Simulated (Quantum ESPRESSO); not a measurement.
# GaN (F-43m) in Quantum ESPRESSO: a series of runs, part 2 of 2

Quantum ESPRESSO 7.5. Earlier steps stand in the parts before.

### Step 3. Band structure, PBE

The input, pw.in:

```
&CONTROL
  calculation = 'scf'
  prefix = 'pwscf'
  outdir = './tmp'
  pseudo_dir = './pseudo'
  tprnfor = .true.
  tstress = .true.
  disk_io = 'low'
/
&SYSTEM
  ibrav = 0
  nat = 2
  ntyp = 2
  ecutwfc = 88
  nbnd = 15
  occupations = 'smearing'
  smearing = 'fd'
  degauss = 0.00367493
/
&ELECTRONS
  conv_thr = 4d-10
  electron_maxstep = 120
  mixing_beta = 0.5
/
ATOMIC_SPECIES
Ga    69.7230 Ga_ONCV_PBE-1.2.upf
N     14.0070 N_ONCV_PBE-1.2.upf
CELL_PARAMETERS angstrom
   0.0000000000    2.2535006075    2.2535006075
   2.2535006075    0.0000000000    2.2535006075
   2.2535006075    2.2535006075    0.0000000000
ATOMIC_POSITIONS crystal
Ga     0.0000000000    0.0000000000    0.0000000000
N      0.2500000000    0.2500000000    0.2500000000
K_POINTS automatic
10 10 10 0 0 0
```

The input, bands.in:

```
&CONTROL
  calculation = 'bands'
  prefix = 'pwscf'
  outdir = './tmp'
  pseudo_dir = './pseudo'
  disk_io = 'low'
  verbosity = 'high'
/
&SYSTEM
  ibrav = 0
  nat = 2
  ntyp = 2
  ecutwfc = 88
  nbnd = 15
  occupations = 'smearing'
  smearing = 'fd'
  degauss = 0.00367493
/
&ELECTRONS
  conv_thr = 1d-08
  electron_maxstep = 120
  mixing_beta = 0.5
  diago_full_acc = .true.
  startingwfc = 'random'
/
ATOMIC_SPECIES
Ga    69.7230 Ga_ONCV_PBE-1.2.upf
N     14.0070 N_ONCV_PBE-1.2.upf
CELL_PARAMETERS angstrom
   0.0000000000    2.2535006075    2.2535006075
   2.2535006075    0.0000000000    2.2535006075
   2.2535006075    2.2535006075    0.0000000000
ATOMIC_POSITIONS crystal
Ga     0.0000000000    0.0000000000    0.0000000000
N      0.2500000000    0.2500000000    0.2500000000
K_POINTS crystal
60
 0.0000000000  0.0000000000  0.0000000000 1
 0.0625000000  0.0000000000  0.0625000000 1
 0.1250000000  0.0000000000  0.1250000000 1
 0.1875000000  0.0000000000  0.1875000000 1
 0.2500000000  0.0000000000  0.2500000000 1
 0.3125000000  0.0000000000  0.3125000000 1
 0.3750000000  0.0000000000  0.3750000000 1
 0.4375000000  0.0000000000  0.4375000000 1
 0.5000000000  0.0000000000  0.5000000000 1
 0.5000000000  0.0625000000  0.5625000000 1
 0.5000000000  0.1250000000  0.6250000000 1
 0.5000000000  0.1875000000  0.6875000000 1
 0.5000000000  0.2500000000  0.7500000000 1
 0.4375000000  0.3125000000  0.7500000000 1
 0.3750000000  0.3750000000  0.7500000000 1
 0.3375000000  0.3375000000  0.6750000000 1
 0.3000000000  0.3000000000  0.6000000000 1
 0.2625000000  0.2625000000  0.5250000000 1
 0.2250000000  0.2250000000  0.4500000000 1
 0.1875000000  0.1875000000  0.3750000000 1
 0.1500000000  0.1500000000  0.3000000000 1
 0.1125000000  0.1125000000  0.2250000000 1
 0.0750000000  0.0750000000  0.1500000000 1
 0.0375000000  0.0375000000  0.0750000000 1
 0.0000000000  0.0000000000  0.0000000000 1
 0.0625000000  0.0625000000  0.0625000000 1
 0.1250000000  0.1250000000  0.1250000000 1
 0.1875000000  0.1875000000  0.1875000000 1
 0.2500000000  0.2500000000  0.2500000000 1
 0.3125000000  0.3125000000  0.3125000000 1
 0.3750000000  0.3750000000  0.3750000000 1
 0.4375000000  0.4375000000  0.4375000000 1
 0.5000000000  0.5000000000  0.5000000000 1
 0.5250000000  0.4500000000  0.5250000000 1
 0.5500000000  0.4000000000  0.5500000000 1
 0.5750000000  0.3500000000  0.5750000000 1
 0.6000000000  0.3000000000  0.6000000000 1
 0.6250000000  0.2500000000  0.6250000000 1
 0.5833333333  0.2500000000  0.6666666667 1
 0.5416666667  0.2500000000  0.7083333333 1
 0.5000000000  0.2500000000  0.7500000000 1
 0.5000000000  0.2857142857  0.7142857143 1
 0.5000000000  0.3214285714  0.6785714286 1
 0.5000000000  0.3571428571  0.6428571429 1
 0.5000000000  0.3928571429  0.6071428571 1
 0.5000000000  0.4285714286  0.5714285714 1
 0.5000000000  0.4642857143  0.5357142857 1
 0.5000000000  0.5000000000  0.5000000000 1
 0.4821428571  0.4821428571  0.5357142857 1
 0.4642857143  0.4642857143  0.5714285714 1
 0.4464285714  0.4464285714  0.6071428571 1
 0.4285714286  0.4285714286  0.6428571429 1
 0.4107142857  0.4107142857  0.6785714286 1
 0.3928571429  0.3928571429  0.7142857143 1
 0.3750000000  0.3750000000  0.7500000000 1
 0.6250000000  0.2500000000  0.6250000000 1
 0.5937500000  0.1875000000  0.5937500000 1
 0.5625000000  0.1250000000  0.5625000000 1
 0.5312500000  0.0625000000  0.5312500000 1
 0.5000000000  0.0000000000  0.5000000000 1
```

Potentials or basis: SG15 PBE 1.2.

Started as:

```
$ OMP_NUM_THREADS=1 pw.x -in pw.in > pw.out
$ OMP_NUM_THREADS=1 pw.x -in bands.in > bands.out
```

pw.out:

```text
This program is part of the open-source Quantum ESPRESSO suite
     for quantum simulation of materials; please cite
[... 9 lines left out ...]
     --------------------
     sticks:   dense  smooth     PW     G-vecs:    dense   smooth      PW
     Sum         871     871    265                17153    17153    2891

     Using Slab Decomposition

     bravais-lattice index     =            0
     lattice parameter (alat)  =       6.0224  a.u.
     unit-cell volume          =     154.4542 (a.u.)^3
     number of atoms/cell      =            2
     number of atomic types    =            2
     number of electrons       =        18.00
     number of Kohn-Sham states=           15
     kinetic-energy cutoff     =      88.0000  Ry
     charge density cutoff     =     352.0000  Ry
     scf convergence threshold =      4.0E-10
     mixing beta               =       0.5000
     number of iterations used =            8  plain     mixing
     Exchange-correlation= PBE
                           (   1   4   3   4   0   0   0)

     celldm(1)=   6.022427  celldm(2)=   0.000000  celldm(3)=   0.000000
     celldm(4)=   0.000000  celldm(5)=   0.000000  celldm(6)=   0.000000

     crystal axes: (cart. coord. in units of alat)
               a(1) = (   0.000000   0.707107   0.707107 )
               a(2) = (   0.707107   0.000000   0.707107 )
               a(3) = (   0.707107   0.707107   0.000000 )

     reciprocal axes: (cart. coord. in units 2 pi/alat)
               b(1) = ( -0.707107  0.707107  0.707107 )
               b(2) = (  0.707107 -0.707107  0.707107 )
               b(3) = (  0.707107  0.707107 -0.707107 )

     PseudoPot. # 1 for Ga read from file:
     Ga_ONCV_PBE-1.2.upf
     Pseudo is Norm-conserving, Zval = 13.0
     Generated using ONCVPSP code by D. R. Hamann
     Using radial grid of  602 points,  6 beta functions with:
                l(1) =   0
                l(2) =   0
                l(3) =   1
                l(4) =   1
                l(5) =   2
                l(6) =   2

     PseudoPot. # 2 for N  read from file:
     N_ONCV_PBE-1.2.upf
     Pseudo is Norm-conserving, Zval =  5.0
     Generated using ONCVPSP code by D. R. Hamann
     Using radial grid of  602 points,  4 beta functions with:
                l(1) =   0
                l(2) =   0
                l(3) =   1
                l(4) =   1

     atomic species   valence    mass     pseudopotential
     Ga               13.00    69.72300     Ga( 1.00)
     N                 5.00    14.00700     N ( 1.00)

     24 Sym. Ops. (no inversion) found

   Cartesian axes

     site n.     atom                  positions (alat units)
         1        Ga     tau(   1) = (   0.0000000   0.0000000   0.0000000  )
         2        N      tau(   2) = (   0.3535534   0.3535534   0.3535534  )

     number of k points=    47  Fermi-Dirac smearing, width (Ry)=  0.0037
                       cart. coord. in units 2pi/alat
        k(    1) = (   0.0000000   0.0000000   0.0000000), wk =   0.0020000
        k(    2) = (   0.0707107   0.0707107  -0.0707107), wk =   0.0160000
        k(    3) = (   0.1414214   0.1414214  -0.1414214), wk =   0.0160000
        k(    4) = (   0.2121320   0.2121320  -0.2121320), wk =   0.0160000
        k(    5) = (   0.2828427   0.2828427  -0.2828427), wk =   0.0160000
        k(    6) = (  -0.3535534  -0.3535534   0.3535534), wk =   0.0080000
[... 39 lines left out ...]
        k(   46) = (  -0.0707107  -0.3535534   0.6363961), wk =   0.0480000
        k(   47) = (  -0.7071068   0.2828427   0.0000000), wk =   0.0240000

     Dense  grid:    17153 G-vectors     FFT dimensions: (  36,  36,  36)

     Initial potential from superposition of free atoms

     starting charge      17.9216, renormalised to      18.0000
     Starting wfcs are random

     Self-consistent Calculation

     iteration #  1     ecut=    88.00 Ry     beta= 0.50
     Davidson diagonalization with overlap
     ethr =  1.00E-02,  avg # of iterations = 10.1

     total energy              =    -151.07856272 Ry
     estimated scf accuracy    <       0.52957313 Ry

     iteration #  2     ecut=    88.00 Ry     beta= 0.50
     Davidson diagonalization with overlap
     ethr =  2.94E-03,  avg # of iterations =  2.0

     total energy              =    -151.24674737 Ry
     estimated scf accuracy    <       0.10611294 Ry

     iteration #  3     ecut=    88.00 Ry     beta= 0.50
     Davidson diagonalization with overlap
     ethr =  5.90E-04,  avg # of iterations =  1.8
[... 36 lines left out ...]
     total energy              =    -151.26583338 Ry
     estimated scf accuracy    <          1.8E-09 Ry

     iteration #  9     ecut=    88.00 Ry     beta= 0.50
     Davidson diagonalization with overlap
     ethr =  1.02E-11,  avg # of iterations =  2.3

     total energy              =    -151.26583338 Ry
     estimated scf accuracy    <          7.5E-10 Ry

     iteration # 10     ecut=    88.00 Ry     beta= 0.50
     Davidson diagonalization with overlap
     ethr =  4.19E-12,  avg # of iterations =  2.0

     End of self-consistent calculation

          k = 0.0000 0.0000 0.0000 (  2109 PWs)   bands (ev):

    -5.2157  -2.8828  -2.8828  -2.8828  -2.5715  -2.5715  10.6739  10.6739
    10.6739  12.4537  21.0318  21.0318  21.0318  28.3037  29.5385

          k = 0.0707 0.0707-0.0707 (  2130 PWs)   bands (ev):

    -5.1079  -2.8695  -2.8695  -2.8415  -2.5728  -2.5728   9.5855  10.5681
    10.5681  13.3011  20.5304  21.1939  21.1939  28.1994  28.2602

          k = 0.1414 0.1414-0.1414 (  2127 PWs)   bands (ev):

    -4.8404  -2.8386  -2.8386  -2.6692  -2.5715  -2.5715   7.7791  10.3079
    10.3079  14.3789  19.7445  21.4524  21.4524  27.1466  27.4377

          k = 0.2121 0.2121-0.2121 (  2145 PWs)   bands (ev):

    -4.5663  -2.8112  -2.8112  -2.5581  -2.5581  -2.2541   5.9118  10.0138
    10.0138  15.0607  19.3660  21.4209  21.4209  26.4466  27.9227
[... 118 lines left out ...]
    -4.2511  -2.7799  -2.6176  -2.6176  -2.5036  -1.2671   5.1783   8.2048
     8.2048  14.4238  17.4975  22.0793  24.2195  24.2195  32.7786

          k =-0.0707-0.6364 0.6364 (  2161 PWs)   bands (ev):

    -4.2224  -2.7846  -2.6106  -2.6026  -2.5040  -0.8894   4.7689   7.6270
     8.1308  14.5487  17.6884  22.1715  24.3092  24.3656  32.8157

          k = 0.0000-0.5657 0.5657 (  2147 PWs)   bands (ev):

    -4.2167  -2.7717  -2.6288  -2.6162  -2.5219  -0.6788   4.7744   6.7287
     8.3344  15.2675  18.3193  22.0251  23.8716  24.1086  32.2751

          k =-0.7071 0.0000 0.0000 (  2164 PWs)   bands (ev):

    -4.2146  -2.7989  -2.5858  -2.5858  -2.4964  -0.8224   4.5657   7.9878
     7.9878  14.0565  17.3654  22.3945  24.6393  24.6393  32.4304

          k = 0.2828 0.1414 0.0000 (  2140 PWs)   bands (ev):

    -4.6513  -2.8079  -2.7925  -2.6533  -2.5562  -2.4394   7.3197   9.2108
     9.9997  15.3075  18.9745  21.0996  22.0522  24.6314  29.0434

          k = 0.3536 0.2121-0.0707 (  2151 PWs)   bands (ev):

    -4.4481  -2.7881  -2.7641  -2.6260  -2.5440  -2.0003   5.9700   8.5812
     9.6883  16.1225  18.7007  20.4652  22.2027  25.3736  29.2745

          k =-0.2828-0.4243 0.5657 (  2153 PWs)   bands (ev):

    -4.3343  -2.7863  -2.7469  -2.5950  -2.5342  -1.3891   4.6597   8.2883
     9.3524  16.6310  18.3183  20.6214  22.0897  26.4498  29.4496

          k =-0.2121-0.3536 0.4950 (  2168 PWs)   bands (ev):

    -4.3020  -2.7881  -2.7425  -2.5752  -2.5340  -1.0551   4.0720   8.2134
     9.2065  16.8147  18.0763  20.8909  22.0183  26.9842  29.4532
[... 28 lines left out ...]
    -4.2473  -2.7630  -2.6658  -2.6121  -2.5123  -1.1275   5.1286   7.7802
     8.0866  15.2103  17.9842  21.5396  23.6115  24.6125  32.8646

          k =-0.0707-0.4950 0.6364 (  2162 PWs)   bands (ev):

    -4.2216  -2.7599  -2.6740  -2.5959  -2.5268  -0.7305   4.8591   6.9584
     7.9961  15.7970  18.4744  21.5414  22.9649  25.0453  31.5645

          k = 0.0000-0.4243 0.5657 (  2158 PWs)   bands (ev):

    -4.2261  -2.7629  -2.6798  -2.5952  -2.5507  -0.6667   4.8910   6.4325
     8.3224  16.5544  18.6524  21.1160  22.7516  25.3865  29.9079

          k =-0.7071 0.1414 0.0000 (  2154 PWs)   bands (ev):

    -4.2131  -2.7796  -2.6329  -2.5837  -2.5106  -0.7247   4.6886   7.6291
     7.6574  14.8826  17.9158  22.2363  23.4862  24.9406  33.0134

          k =-0.1414-0.4243 0.7071 (  2182 PWs)   bands (ev):

    -4.2377  -2.7463  -2.7131  -2.5932  -2.5439  -0.8463   4.9890   6.9658
     8.0729  16.8088  18.6158  20.4125  22.8499  25.6071  30.1058

          k =-0.0707-0.3536 0.6364 (  2168 PWs)   bands (ev):

    -4.2211  -2.7501  -2.7037  -2.5771  -2.5557  -0.6327   4.9025   6.7179
     7.7758  17.0137  18.7558  20.6917  22.4084  25.8376  29.7392

          k =-0.7071 0.2828 0.0000 (  2172 PWs)   bands (ev):

    -4.2107  -2.7442  -2.7019  -2.5734  -2.5448  -0.5700   4.9455   7.0959
     7.1338  16.5219  18.8921  21.4373  21.8895  25.7283  30.5124

     the Fermi energy is    11.6003 ev

!    total energy              =    -151.26583338 Ry
     estimated scf accuracy    <          3.6E-11 Ry
     smearing contrib. (-TS)   =      -0.00000000 Ry
     internal energy E=F+TS    =    -151.26583338 Ry

     The total energy is F=E-TS. E is the sum of the following terms:
     one-electron contribution =     -53.74817182 Ry
     hartree contribution      =      42.43774578 Ry
     xc contribution           =     -23.28109023 Ry
     ewald contribution        =    -116.67431711 Ry

     convergence has been achieved in  10 iterations

     Forces acting on atoms (cartesian axes, Ry/au):

     atom    1 type  1   force =     0.00000000    0.00000000   -0.00000000
     atom    2 type  2   force =    -0.00000000   -0.00000000    0.00000000

     Total force =     0.000000     Total SCF correction =     0.000000

     Computing stress (Cartesian axis) and pressure

          total   stress  (Ry/bohr**3)                   (kbar)     P=       54.03
   0.00036727   0.00000000   0.00000000           54.03        0.00        0.00
   0.00000000   0.00036727   0.00000000            0.00       54.03        0.00
   0.00000000   0.00000000   0.00036727            0.00        0.00       54.03

=------------------------------------------------------------------------------=
   JOB DONE.
=------------------------------------------------------------------------------=
```

It took 54 s on 1 thread of Arm Neoverse V1, shared host; peak memory 0.1 GiB.

What came out:

```yaml
Free_energy: -2058.0765 eV
Pressure: 5.4 GPa
Band_gap_on_the_k_mesh: 1.78 eV, direct
Band_gap_along_the_path: 1.78 eV, direct
```

Levels at the corners of the path, in eV from the valence-band top:
```
point  band 7  band 8  band 9  band 10  band 11  band 12
    Γ    0.00    0.00    0.00     1.78    10.36    10.36
    X   -6.11   -2.69   -2.69     3.38     6.69    11.72
    W   -5.67   -3.68   -3.62     6.24     8.41    10.31
    K   -5.84   -4.24   -2.16     5.03     7.88    11.08
    Γ    0.00    0.00    0.00     1.78    10.36    10.36
    L   -7.01   -0.96   -0.96     4.68     8.74    10.40
    U   -5.84   -4.24   -2.16     5.03     7.88    11.08
    W   -5.67   -3.68   -3.62     6.24     8.41    10.31
    L   -7.01   -0.96   -0.96     4.68     8.74    10.40
    K   -5.84   -4.24   -2.16     5.03     7.88    11.08
    U   -5.84   -4.24   -2.16     5.03     7.88    11.08
    X   -6.11   -2.69   -2.69     3.38     6.69    11.72
```

### Step 4. Band structure, PBE

Edit pw.in of step 3 so:

```diff
@@ -25,4 +25,4 @@
 ATOMIC_SPECIES
-Ga    69.7230 Ga_ONCV_PBE-1.2.upf
-N     14.0070 N_ONCV_PBE-1.2.upf
+Ga    69.7230 31_Ga_13_1.9_2.4_pbe_n_v1.0.upf
+N     14.0070 07_N_5_1.2_1.4_pbe_n_v1.0.upf
 CELL_PARAMETERS angstrom
```

Edit bands.in of step 3 so:

```diff
@@ -26,4 +26,4 @@
 ATOMIC_SPECIES
-Ga    69.7230 Ga_ONCV_PBE-1.2.upf
-N     14.0070 N_ONCV_PBE-1.2.upf
+Ga    69.7230 31_Ga_13_1.9_2.4_pbe_n_v1.0.upf
+N     14.0070 07_N_5_1.2_1.4_pbe_n_v1.0.upf
 CELL_PARAMETERS angstrom
```

Potentials or basis: SPMS 1.0 PBE.

Started as:

```
$ OMP_NUM_THREADS=1 pw.x -in pw.in > pw.out
$ OMP_NUM_THREADS=1 pw.x -in bands.in > bands.out
```

pw.out:

```text
This program is part of the open-source Quantum ESPRESSO suite
     for quantum simulation of materials; please cite
[... 9 lines left out ...]
     --------------------
     sticks:   dense  smooth     PW     G-vecs:    dense   smooth      PW
     Sum         871     871    265                17153    17153    2891

     Using Slab Decomposition

     bravais-lattice index     =            0
     lattice parameter (alat)  =       6.0224  a.u.
     unit-cell volume          =     154.4542 (a.u.)^3
     number of atoms/cell      =            2
     number of atomic types    =            2
     number of electrons       =        18.00
     number of Kohn-Sham states=           15
     kinetic-energy cutoff     =      88.0000  Ry
     charge density cutoff     =     352.0000  Ry
     scf convergence threshold =      4.0E-10
     mixing beta               =       0.5000
     number of iterations used =            8  plain     mixing
[... 339 lines left out ...]

          k = 0.2828 0.1414 0.0000 (  2140 PWs)   bands (ev):

    -4.4862  -2.6680  -2.6529  -2.5164  -2.4218  -2.2968   7.5001   9.3959
    10.1855  15.4867  19.1601  21.2876  22.2382  24.8253  29.2356

          k = 0.3536 0.2121-0.0707 (  2151 PWs)   bands (ev):
[... 71 lines left out ...]
    -4.0571  -2.6084  -2.5626  -2.4365  -2.4099  -0.4168   5.1270   7.2789
     7.3168  16.7130  19.0755  21.6188  22.0814  25.9096  30.7045

     the Fermi energy is    11.7715 ev

!    total energy              =    -168.46708235 Ry
     estimated scf accuracy    <          1.7E-13 Ry
     smearing contrib. (-TS)   =      -0.00000000 Ry
     internal energy E=F+TS    =    -168.46708235 Ry

     The total energy is F=E-TS. E is the sum of the following terms:
     one-electron contribution =     -46.43464922 Ry
     hartree contribution      =      40.25627231 Ry
     xc contribution           =     -45.61438832 Ry
     ewald contribution        =    -116.67431711 Ry

     convergence has been achieved in  11 iterations

     Forces acting on atoms (cartesian axes, Ry/au):

     atom    1 type  1   force =    -0.00000000   -0.00000000    0.00000000
     atom    2 type  2   force =    -0.00000000    0.00000000   -0.00000000

     Total force =     0.000000     Total SCF correction =     0.000000

     Computing stress (Cartesian axis) and pressure

          total   stress  (Ry/bohr**3)                   (kbar)     P=       55.43
   0.00037684   0.00000000   0.00000000           55.43        0.00        0.00
   0.00000000   0.00037684  -0.00000000            0.00       55.43       -0.00
  -0.00000000  -0.00000000   0.00037684           -0.00       -0.00       55.43

=------------------------------------------------------------------------------=
   JOB DONE.
=------------------------------------------------------------------------------=
```

It took 52 s on 1 thread of Arm Neoverse V1, shared host; peak memory 0.1 GiB.

What came out:

- Free energy: -2292.1114 eV
- Pressure: 5.5 GPa
- Band gap on the k mesh: 1.77 eV, direct
- Band gap along the path: 1.77 eV, direct

Levels at the corners of the path, in eV from the valence-band top:
```tsv
point	band 6	band 7	band 8	band 9	band 10	band 11	band 12	band 13
Γ	-13.30	0.00	0.00	0.00	1.77	10.36	10.36	10.36
X	-11.53	-6.11	-2.69	-2.69	3.38	6.69	11.72	13.96
W	-11.25	-5.68	-3.69	-3.62	6.24	8.40	10.31	11.14
K	-11.37	-5.85	-4.24	-2.16	5.03	7.88	11.08	12.86
Γ	-13.30	0.00	0.00	0.00	1.77	10.36	10.36	10.36
L	-11.98	-7.02	-0.96	-0.96	4.68	8.74	10.40	10.40
U	-11.37	-5.85	-4.24	-2.16	5.03	7.88	11.08	12.86
W	-11.25	-5.68	-3.69	-3.62	6.24	8.40	10.31	11.14
L	-11.98	-7.02	-0.96	-0.96	4.68	8.74	10.40	10.40
K	-11.37	-5.85	-4.24	-2.16	5.03	7.88	11.08	12.86
U	-11.37	-5.85	-4.24	-2.16	5.03	7.88	11.08	12.86
X	-11.53	-6.11	-2.69	-2.69	3.38	6.69	11.72	13.96
```

### Step 5. The runs side by side

```tsv
potentials or basis	cutoff (eV)	gap on the mesh (eV)	pressure (GPa)
PseudoDojo 0.5 SR PBE stringent	1551	1.75	4.7
SG15 PBE 1.2	1197	1.78	5.4
SPMS 1.0 PBE	1197	1.77	5.5
```

Alike in all rows: task band structure; level PBE; no spin polarisation; cell as given; k mesh 10 × 10 × 10; smearing fermi-dirac 0.05 eV.

Absolute energies hang on the potentials; compare differences alone.

### Step 6. Comparison with measurements

Step 2. Against the measured gap of GaN, 3.299 eV (direct; 0 K; a printed reference work, textbook), the calculated 1.75 eV is off by -1.55 eV. Spin-orbit coupling on Ga is left out. The value is that of PBE, without temperature or zero-point motion. Semilocal functionals fall short of measured gaps as a rule. The cell is a database's relaxed one, not the measured one, which moves gaps too.

Step 3. Against the measured gap of GaN, 3.299 eV (direct; 0 K; a printed reference work, textbook), the calculated 1.78 eV is off by -1.52 eV. Spin-orbit coupling on Ga is left out. The value is that of PBE, without temperature or zero-point motion. Semilocal functionals fall short of measured gaps as a rule. The cell is a database's relaxed one, not the measured one, which moves gaps too.

Step 4. A measured gap of GaN is 3.299 eV (direct; 0 K; a printed reference work, textbook); the calculated 1.77 eV misses it by -1.53 eV. Spin-orbit coupling on Ga is left out. The value is that of PBE, without temperature or zero-point motion. Semilocal functionals fall short of measured gaps as a rule. The cell is a database's relaxed one, not the measured one, which moves gaps too.
